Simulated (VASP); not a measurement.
# GaAs (F-43m) in VASP: further runs

Runs on GaAs. Level: LDA. Tasks: single point.

All numbers are computed with VASP 6.6.1; they aren't measurements. Logs are shortened: lines on timing, memory, paths and dates and some standing lists are left out, and cuts for length are marked.

## (1) The undisturbed crystal

Symmetry: F-43m, No. 216, cubic system. Conventional cell: a = 5.654 Å, b = 5.654 Å, c = 5.654 Å, α = 90.00°, β = 90.00°, γ = 90.00°. As (site symmetry -43m) has 4 Ga at 2.45 Å as nearest neighbours. Around Ga (site symmetry -43m) lie 4 As at 2.45 Å.

## (2) Single point, LDA (grid = ENCUT=400 dk=1.6 cell=2x2x1 ISMEAR=0 SIGMA=0.05 LREAL=Auto EDIFF=1e-06)

Input file INCAR:

```
SYSTEM = GaAs
PREC     = Accurate       ! precision mode
ENCUT    = 400            ! plane-wave cutoff, eV
EDIFF    = 1E-6           ! SCF threshold, eV
ISMEAR   = 0              ! smearing method
SIGMA    = 0.05           ! smearing width, eV
LREAL    = Auto         
LASPH    = .True.         ! aspherical terms in the spheres
NELM     = 120            ! most SCF steps
ALGO     = Fast           ! electronic algorithm
ISIF     = 2              ! what is computed and relaxed
LWAVE    = .False.        ! write WAVECAR
LCHARG   = .False.        ! write CHGCAR
GGA      = CA             ! functional
NBANDS   = 44             ! bands
```

Input file KPOINTS:

```
Automatic mesh
0
Gamma
  2 2 2
  0 0 0
```

Input file POSCAR:

```
GaAs
1.0
    0.0000000000      5.6537000000      5.6537000000
    5.6537000000      0.0000000000      5.6537000000
    2.8268500000      2.8268500000      0.0000000000
Ga As
4 4
Direct
    0.3750000000      0.3750000000      0.7500000000
    0.0000000000      0.0000000000      0.0000000000
    0.5000000000      0.0000000000      0.0000000000
    0.5000000000      0.5000000000      0.0000000000
    0.3750000000      0.8750000000      0.7500000000
    0.8750000000      0.3750000000      0.7500000000
    0.8750000000      0.8750000000      0.7500000000
    0.0000000000      0.5000000000      0.0000000000
```

Potentials or basis: VASP PAW LDA potentials, release 64 (Ga_d, As).

Run with:

```console
$ cat potpaw_LDA.64/Ga_d/POTCAR potpaw_LDA.64/As/POTCAR > POTCAR
$ mpirun -np 1 vasp_std > vasp.out
```

OUTCAR:

```text
SYSTEM = GaAs
   PREC = Accurate
   ENCUT = 400
   EDIFF = 1E-6
   ISMEAR = 0
   LREAL = Auto
   LASPH = .True.
   NELM = 120
   ISIF = 2
   GGA = CA

 Found      8 irreducible k-points:

 Following reciprocal coordinates:
            Coordinates               Weight
  0.000000  0.000000  0.000000      1.000000
  0.500000  0.000000  0.000000      1.000000
  0.000000  0.500000  0.000000      1.000000
  0.500000  0.500000  0.000000      1.000000
  0.000000  0.000000  0.500000      1.000000
  0.500000  0.000000  0.500000      1.000000
   k-points           NKPTS =      8   k-points in BZ     NKDIM =      8   number of bands    NBANDS=     44
   number of dos      NEDOS =    301   number of ions     NIONS =      8
   total plane-waves  NPLWV =  81648
   dimension x,y,z NGX =    54 NGY =   54 NGZ =   28
   dimension x,y,z NGXF=   108 NGYF=  108 NGZF=   56
   ions per type =               4   4
   NGX,Y,Z   is equivalent  to a cutoff of  11.23, 11.23, 11.64 a.u.
   NGXF,Y,Z  is equivalent  to a cutoff of  22.46, 22.46, 23.29 a.u.
 SYSTEM =  GaAs
   PREC   = accura    normal or accurate (medium, high low for compatibility)
   ISTART =      0    job   : 0-new  1-cont  2-samecut
   ICHARG =      2    charge: 1-file 2-atom 10-const
   ISPIN  =      1    spin polarized calculation?
   LNONCOLLINEAR =      F non collinear calculations
   LSORBIT =      F    spin-orbit coupling
   LASPH  =      T    aspherical Exc in radial PAW
   ENCUT  =  400.0 eV  29.40 Ry    5.42 a.u.  13.04 13.04  6.52*2*pi/ulx,y,z
   NELM   =    120;   NELMIN=  2; NELMDL= -5     # of ELM steps
   EDIFF  = 0.1E-05   stopping-criterion for ELM
   LREAL  =      T    real-space projection
   EDIFFG = 0.1E-04   stopping-criterion for IOM
   NSW    =      0    number of steps for IOM
   IBRION =     -1    ionic relax: 0-MD 1-quasi-New 2-CG
   NFREE  =      0    steps in history (QN), initial steepest desc. (CG)
   ISIF   =      2    stress and relaxation
   ISYM   =      2    0-nonsym 1-usesym 2-fastsym
   POTIM  = 0.5000    time-step for ionic-motion
   TEBEG  =    0.0;   TEEND  =   0.0 temperature during run
   PSTRESS=    0.0 pullay stress
   NELECT =      72.0000    total number of electrons
   NUPDOWN=      -1.0000    fix difference up-down
   EMIN   =  10.00;   EMAX   =-10.00  energy-range for DOS
   EFERMI =   0.00;   METHOD = LEGACY
   ISMEAR =     0;   SIGMA  =   0.05  broadening in eV -4-tet -1-fermi 0-gaus
   EFERMI_NEDOS =   21; number of points for ismear=-14 and -15
   IALGO  =     68    algorithm
   IMIX   =      4    mixing-type and parameters
     AMIX     =   0.40;   BMIX     =  1.00
     AMIX_MAG =   1.60;   BMIX_MAG =  1.00
  volume/ion in A,a.u.               =      22.59       152.44
  Fermi-wavevector in a.u.,A,eV,Ry     =   1.204628  2.276417 19.743799  1.451128
  Thomas-Fermi vector in A             =   2.340347
   LORBIT       =      0    0 simple, 1 ext, 2 COOP (PROOUT), +10 PAW based schemes
   GGA     = CA    functional components
   LHFCALC =     F    Hartree Fock is set to
   AEXX    =    0.0000 exact exchange contribution
   IVDW    =     0    specifies the selected vdW correction
   LEPSILON=     F    determine dielectric tensor
   LRPA    =     F    only Hartree local field effects (RPA)
 non-spin polarized calculation
 RMM-DIIS sequential band-by-band and
 Gauss-broadening in eV      SIGMA  =   0.05
  energy-cutoff  :      400.00
  volume of cell :      180.72
 maximum number of plane-waves:      3339
 NGX is ok and might be reduce to    54
   NGX = 27   NGY = 27   NGZ = 13

 number of electron      72.0000003 magnetization

 Free energy of the ion-electron system (eV)
  ---------------------------------------------------
  ext. energy  EPLUGINS =         0.00000000
  ---------------------------------------------------
  free energy    TOTEN  =       -35.31733283 eV

  energy without entropy =      -35.30644077  energy(sigma->0) =      -35.31188680

 E-fermi :   4.3049     XC(G=0):  -9.9156

 val. band max:        4.2907761301   @ k =   0.5000   0.5000   0.0000
 cond. band min:       4.3319512514   @ k =   0.5000   0.5000   0.0000
 fundamental gap:      0.0411751213
 Fermi energy:         4.3048671908

 k-point     1 :       0.0000    0.0000    0.0000
  band No.  band energies     occupation
      1     -11.3569      2.00000
      2     -11.2741      2.00000
      3     -11.2242      2.00000
      4     -11.2126      2.00000
      5     -11.1826      2.00000
      6     -11.1811      2.00000
[... 36 lines left out ...]
     43       6.6377      0.00000
     44       7.4473      0.00000

 k-point     2 :       0.5000    0.0000    0.0000
  band No.  band energies     occupation
      1     -11.3567      2.00000
      2     -11.2682      2.00000
      3     -11.2195      2.00000
      4     -11.2102      2.00000
      5     -11.1827      2.00000
      6     -11.1810      2.00000
[... 36 lines left out ...]
     43       8.3189      0.00000
     44       8.6312      0.00000

 k-point     3 :       0.0000    0.5000    0.0000
  band No.  band energies     occupation
      1     -11.3573      2.00000
      2     -11.2754      2.00000
      3     -11.2169      2.00000
      4     -11.2119      2.00000
      5     -11.1791      2.00000
      6     -11.1789      2.00000
[... 36 lines left out ...]
     43       8.0592      0.00000
     44       8.5510      0.00000

 k-point     4 :       0.5000    0.5000    0.0000
  band No.  band energies     occupation
      1     -11.3572      2.00000
      2     -11.2712      2.00000
      3     -11.2265      2.00000
      4     -11.2134      2.00000
      5     -11.1810      2.00000
      6     -11.1794      2.00000
[... 36 lines left out ...]
     43       8.0831      0.00000
     44       8.8070      0.00000

 k-point     5 :       0.0000    0.0000    0.5000
  band No.  band energies     occupation
      1     -11.3392      2.00000
      2     -11.3281      2.00000
      3     -11.2305      2.00000
      4     -11.2095      2.00000
      5     -11.1827      2.00000
      6     -11.1658      2.00000
[... 36 lines left out ...]
     43       7.8205      0.00000
     44       8.3236      0.00000

 k-point     6 :       0.5000    0.0000    0.5000
  band No.  band energies     occupation
      1     -11.3406      2.00000
      2     -11.3293      2.00000
      3     -11.2226      2.00000
      4     -11.2057      2.00000
      5     -11.1857      2.00000
      6     -11.1810      2.00000
[... 36 lines left out ...]
     43       8.7064      0.00000
     44       8.9396      0.00000

 [... further k-points ...]
[... 5 lines left out ...]
  --------------------------------------------------------------------------------------
  -------------------------------------------------------------------------------------
  Total        3.1217725      3.1217725      1.0185029      1.9615885     -0.2325007      0.2325007
  in kB       27.6766522     27.6766522      9.0297259     17.3908263     -2.0612777      2.0612776
  external PRESSURE =      21.4610101 kB  Pullay stress =       0.0000000 kB

 VOLUME and BASIS-vectors are now :
 -----------------------------------------------------------------------------
  energy-cutoff  :      400.00
  volume of cell :      180.72
      direct lattice vectors                 reciprocal lattice vectors
     0.000000000  5.653700000  5.653700000    -0.088437660  0.088437660  0.088437660
     5.653700000  0.000000000  5.653700000     0.088437660 -0.088437660  0.088437660
     2.826850000  2.826850000  0.000000000     0.176875321  0.176875321 -0.176875321

 POSITION                                       TOTAL-FORCE (eV/Angst)
 -----------------------------------------------------------------------------------
      4.24027      4.24027      4.24027        -0.244090      0.244090     -0.776549
      0.00000      0.00000      0.00000        -0.210467      0.210467      0.324854
      0.00000      2.82685      2.82685         0.186460     -0.186460      0.048362
      2.82685      2.82685      5.65370         0.200119     -0.200119      0.954412
      7.06712      4.24027      7.06712        -0.128485      0.128485     -0.242264
      4.24027      7.06712      7.06712         0.007731     -0.007731      0.556507
      7.06712      7.06712      9.89397         0.369414     -0.369414      0.097050
      2.82685      0.00000      2.82685        -0.180683      0.180683     -0.962371
 -----------------------------------------------------------------------------------
    total drift:                               -0.000229      0.000251     -0.018590

  FREE ENERGIE OF THE ION-ELECTRON SYSTEM (eV)
  ---------------------------------------------------
  free  energy   TOTEN  =       -35.3173328337 eV

  energy  without entropy=      -35.3064407745  energy(sigma->0) =      -35.31188680
```

Wall time 91 s (1 thread of Intel Xeon Platinum 8259CL at 2.50GHz (Skylake/Cascade Lake), shared host); peak memory 0.22 GiB.

The run converged, but some of its settings lie outside the range that counts as converged, so its numbers aren't taken as properties of the crystal.

What came out:

```yaml
Free_energy: -35.3173 eV
Pressure: 2.1 GPa
Largest_force: 0.996 eV/Å
Band_gap_on_the_k_mesh: none (metal or under the smearing width)
```

Caveat: the k mesh is coarse (spacing up to 0.96 Å⁻¹), so the values aren't converged.

## (3) Single point, LDA (grid = ENCUT=400 dk=0.9 cell=2x2x1 ISMEAR=0 SIGMA=0.05 LREAL=Auto EDIFF=1e-06)

INCAR is that of step 2.

Input file KPOINTS:

```
Automatic mesh
0
Gamma
  3 3 3
  0 0 0
```

POSCAR is that of step 2.

Potentials or basis: VASP PAW LDA potentials, release 64 (Ga_d, As).

Run with:

```console
$ cat potpaw_LDA.64/Ga_d/POTCAR potpaw_LDA.64/As/POTCAR > POTCAR
$ mpirun -np 1 vasp_std > vasp.out
```

Run time: 1.9 min. Hardware: 1 thread of Intel Xeon Platinum 8259CL at 2.50GHz (Skylake/Cascade Lake), shared host; peak memory 0.22 GiB.

These settings aren't checked as converged: the numbers below hold their error.

Results:

```
Free energy            : -36.3620 eV
Pressure               : 0.7 GPa
Largest force          : 0.685 eV/Å
Band gap on the k mesh : none (metal or under the smearing width)
```

Caveat: the k mesh is coarse (spacing up to 0.64 Å⁻¹), so the values aren't converged.

## (4) Single point, LDA (grid = ENCUT=400 dk=0.6 cell=2x2x1 ISMEAR=0 SIGMA=0.05 LREAL=Auto EDIFF=1e-06)

INCAR is that of step 3.

Input file KPOINTS:

```
Automatic mesh
0
Gamma
  4 4 4
  0 0 0
```

POSCAR is that of step 3.

Run with:

```console
$ cat potpaw_LDA.64/Ga_d/POTCAR potpaw_LDA.64/As/POTCAR > POTCAR
$ mpirun -np 1 vasp_std > vasp.out
```

Run time: 5.5 min. Hardware: 1 thread of Intel Xeon Platinum 8259CL at 2.50GHz (Skylake/Cascade Lake), shared host; peak memory 0.26 GiB.

These settings aren't checked as converged: the numbers below hold their error.

What came out:

```
Free energy            : -36.3641 eV
Pressure               : 0.6 GPa
Largest force          : 0.760 eV/Å
Band gap on the k mesh : none (metal or under the smearing width)
```

Caveat: the k mesh is coarse (spacing up to 0.48 Å⁻¹), so the values aren't converged.

## (5) For comparison

An earlier run on the cell as given: functional PBEsol; potentials or basis VASP PAW PBE potentials, release 64 (As, Ga_d); cutoff 520 eV; k mesh 8 × 8 × 8; occupations fermi-dirac, width 0.05 eV; no spin polarisation.

- Pressure: 0.3 GPa
- Band gap on the k mesh: 0.46 eV, direct
